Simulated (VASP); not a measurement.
# Settings for ZnS: surface energy

ZnS, slab, 18 atoms in the cell. PBE; PAW potentials Zn, S (PBE set). VASP 6.6.1.

Wanted: surface energy within 0.02 J/m²; top spacing change within 0.8 % of the bulk spacing; face levels within 0.05 eV.

Crystal: ZnS, F-43m; Vacuum (Å): 12; k-point spacing in the plane (1/Å): 0.35; Face: (1 1 0).

Face levels: vacuum level at each face, counted from the middle of the gap.

The series start from free planes on each face: 2; EDIFFG: -0.02; SCF threshold EDIFF (eV): 1e-6; ionic algorithm: IBRION 2; LREAL: .FALSE.; Cutoff ENCUT (eV): 360; atomic planes: 5. Each series keeps the choices made before it, and each single choice may use up half of a tolerance. Times cover all steps of a run.

## Free planes on each face

| Free planes on each face | Surface energy (J/m²) | Top spacing change (% of the bulk spacing) | Face levels, largest deviation (eV) | Time (s) |
|---|---|---|---|---|
| 1 | 0.425 | -8.77 | 0.038 | 196 |
| 2 | 0.416 | -9.41 | 0.011 | 279 |
| 3 | 0.416 | -9.43 | 0.000 | 206 |
| 9 (reference) | 0.416 | -9.43 | 0.000 | 216 |

Chosen: 2, the loosest value from which every tighter one stays within half of the tolerance.

## EDIFFG

| EDIFFG | Surface energy (J/m²) | Top spacing change (% of the bulk spacing) | Face levels, largest deviation (eV) | Time (s) |
|---|---|---|---|---|
| -0.1 | 0.419 | -9.43 | 0.020 | 186 |
| -0.05 | 0.417 | -9.74 | 0.005 | 208 |
| -0.02 | 0.416 | -9.41 | 0.001 | 279 |
| -0.01 | 0.416 | -9.42 | 0.000 | 286 |
| -0.005 (reference) | 0.416 | -9.43 | 0.000 | 266 |

Chosen: -0.1.

## SCF threshold EDIFF (eV)

| SCF threshold EDIFF (eV) | Surface energy (J/m²) | Top spacing change (% of the bulk spacing) | Face levels, largest deviation (eV) | Time (s) |
|---|---|---|---|---|
| 0.0001 | 0.419 | -9.61 | 0.017 | 103 |
| 1e-5 | 0.419 | -9.45 | 0.006 | 153 |
| 1e-6 | 0.419 | -9.43 | 0.003 | 186 |
| 1e-7 (reference) | 0.419 | -9.50 | 0.000 | 238 |

Chosen: 0.0001.

## Ionic algorithm

| Ionic algorithm | Surface energy (J/m²) | Top spacing change (% of the bulk spacing) | Face levels, largest deviation (eV) | Time (s) |
|---|---|---|---|---|
| IBRION 2 | 0.419 | -9.61 | 0.000 | 103 |
| IBRION 1 | 0.421 | -8.48 | 0.038 | 81 |
| IBRION 1, MAXMIX 40 | 0.421 | -8.52 | 0.018 | 86 |
| IBRION 2, POTIM 0.2 | 0.421 | -9.03 | 0.025 | 98 |
| IBRION 3 | 0.418 | -9.50 | 0.002 | 130 |

Chosen: IBRION 2; no other choice that stays within half of the tolerance saves 30 % of the time.

## LREAL

| LREAL | Surface energy (J/m²) | Top spacing change (% of the bulk spacing) | Face levels, largest deviation (eV) | Time (s) |
|---|---|---|---|---|
| .FALSE. | 0.419 | -9.61 | 0.000 | 103 |
| Auto | 0.419 | -9.55 | 0.008 | 146 |

Chosen: .FALSE..

## Cutoff ENCUT (eV)

| Cutoff ENCUT (eV) | Surface energy (J/m²) | Top spacing change (% of the bulk spacing) | Face levels, largest deviation (eV) | Time (s) |
|---|---|---|---|---|
| 280 | 0.419 | -9.24 | 0.012 | 77 |
| 320 | 0.418 | -9.63 | 0.003 | 77 |
| 360 | 0.419 | -9.61 | 0.005 | 103 |
| 410 (reference) | 0.420 | -9.27 | 0.000 | 142 |

Chosen: 280.

## Atomic planes

| Atomic planes | Surface energy (J/m²) | Top spacing change (% of the bulk spacing) | Face levels, largest deviation (eV) | Time (s) |
|---|---|---|---|---|
| 4 | 0.404 | -9.54 | 0.063 | 54 |
| 5 | 0.419 | -9.24 | 0.035 | 77 |
| 7 | 0.418 | -9.07 | 0.023 | 112 |
| 9 (reference) | 0.417 | -9.56 | 0.000 | 248 |

Chosen: 9; the next looser run is off by more than half of the tolerance, so convergence isn't shown beyond this value.

## All choices together

| Input | Surface energy (J/m²) | Top spacing change (% of the bulk spacing) | Face levels, largest deviation (eV) | Time (s) |
|---|---|---|---|---|
| program defaults, thin vacuum, coarse mesh (naive) | 0.424 | -9.54 | 0.058 | 39 |
| chosen settings | 0.417 | -9.56 | 0.023 | 248 |
| reference settings throughout | 0.414 | -9.59 | 0.000 | 1295 |

The chosen settings stay within the tolerance of the reference run, but the reference itself isn't shown to be converged in: atomic planes.

Values of the reference run: Face levels: 4.953, 4.953 eV.

## The input

INCAR.step1:
```
ALGO = Normal
EDIFF = 1E-4
ENCUT = 280
GGA = PE
ISMEAR = 0
KPAR = 8
LASPH = True
LCHARG = False
LREAL = False
LWAVE = False
NELM = 120
PREC = Accurate
SIGMA = 0.05
```

INCAR.step2, as INCAR.step1 but for:
```
- KPAR = 8
```

INCAR.step3, as INCAR.step2 but for:
```
+ DIPOL = 0.5 0.5 0.5
+ EDIFFG = -0.1
+ IBRION = 2
+ IDIPOL = 3
+ ISIF = 2
+ LDIPOL = True
+ LVACPOTAV = True
+ LVHAR = True
+ NSW = 80
```

KPOINTS.step1:
```
Automatic mesh
0
Gamma
  5 4 28
  0 0 0
```

KPOINTS.step2:
```
Automatic mesh
0
Gamma
  5 4 1
  0 0 0
```

POSCAR.step1:
```
ZnS
1.0
    3.8477634503      0.0000000000      0.0000000000
    0.0000000000      5.4415592562      0.0000000000
    1.9238817252      2.7207796281      1.9238817252
Zn S
1 1
Direct
    0.5000000000      0.7500000000      0.0000000000
    0.0000000000      0.0000000000      0.0000000000
```

POSCAR.step2:
```
ZnS
1.0
    3.8477634503      0.0000000000      0.0000000000
    0.0000000000      5.4415592562      0.0000000000
    0.0000000000      0.0000000000     27.3910537996
Zn S
9 9
Direct
    0.7500000000      0.0000000000      0.2190496227
    0.2500000000      0.5000000000      0.2892872170
    0.7500000000      0.0000000000      0.3595248113
    0.2500000000      0.5000000000      0.4297624056
    0.7500000001      0.0000000000      0.5000000000
    0.2500000001      0.5000000000      0.5702375944
    0.7500000001      0.0000000000      0.6404751887
    0.2500000001      0.5000000000      0.7107127830
    0.7500000001      0.0000000000      0.7809503773
    0.2500000000      0.2500000000      0.2190496227
    0.7500000000      0.7500000000      0.2892872170
    0.2500000000      0.2500000000      0.3595248113
    0.7500000000      0.7500000000      0.4297624056
    0.2500000001      0.2500000000      0.5000000000
    0.7500000001      0.7500000000      0.5702375944
    0.2500000001      0.2500000000      0.6404751887
    0.7500000001      0.7500000000      0.7107127830
    0.2500000001      0.2500000000      0.7809503773
```

POSCAR.step3:
```
ZnS
1.0
    3.8477634503      0.0000000000      0.0000000000
    0.0000000000      5.4415592562      0.0000000000
    0.0000000000      0.0000000000     27.3910537996
Zn S
9 9
Selective dynamics
Direct
    0.7500000000      0.0000000000      0.2190496227  T T T
    0.2500000000      0.5000000000      0.2892872170  T T T
    0.7500000000      0.0000000000      0.3595248113  F F F
    0.2500000000      0.5000000000      0.4297624056  F F F
    0.7500000001      0.0000000000      0.5000000000  F F F
    0.2500000001      0.5000000000      0.5702375944  F F F
    0.7500000001      0.0000000000      0.6404751887  F F F
    0.2500000001      0.5000000000      0.7107127830  T T T
    0.7500000001      0.0000000000      0.7809503773  T T T
    0.2500000000      0.2500000000      0.2190496227  T T T
    0.7500000000      0.7500000000      0.2892872170  T T T
    0.2500000000      0.2500000000      0.3595248113  F F F
    0.7500000000      0.7500000000      0.4297624056  F F F
    0.2500000001      0.2500000000      0.5000000000  F F F
    0.7500000001      0.7500000000      0.5702375944  F F F
    0.2500000001      0.2500000000      0.6404751887  F F F
    0.7500000001      0.7500000000      0.7107127830  T T T
    0.2500000001      0.2500000000      0.7809503773  T T T
```

Commands (each step's output is kept before the next begins):
```
cat potpaw_PBE.64/Zn/POTCAR potpaw_PBE.64/S/POTCAR > POTCAR
cp INCAR.step1 INCAR
cp KPOINTS.step1 KPOINTS
cp POSCAR.step1 POSCAR
mpirun -np 8 vasp_std > vasp.out
rm WAVECAR CHG
cp INCAR.step2 INCAR
cp KPOINTS.step2 KPOINTS
cp POSCAR.step2 POSCAR
mpirun -np 8 vasp_std > vasp.out
rm WAVECAR CHG
cp INCAR.step3 INCAR
cp POSCAR.step3 POSCAR
mpirun -np 8 vasp_std > vasp.out
```

Limits: The face is cut as in the bulk; no reconstruction is tried.

The chosen input took VASP 6.6.1 248 s on 8 cores (Intel Xeon 6975P-C (Granite Rapids)), a shared host.

## An input that fails: too few ionic steps

It gives no converged result.

Changes against the starting input:
```
(step 3)
- NSW = 80
+ NSW = 2
```
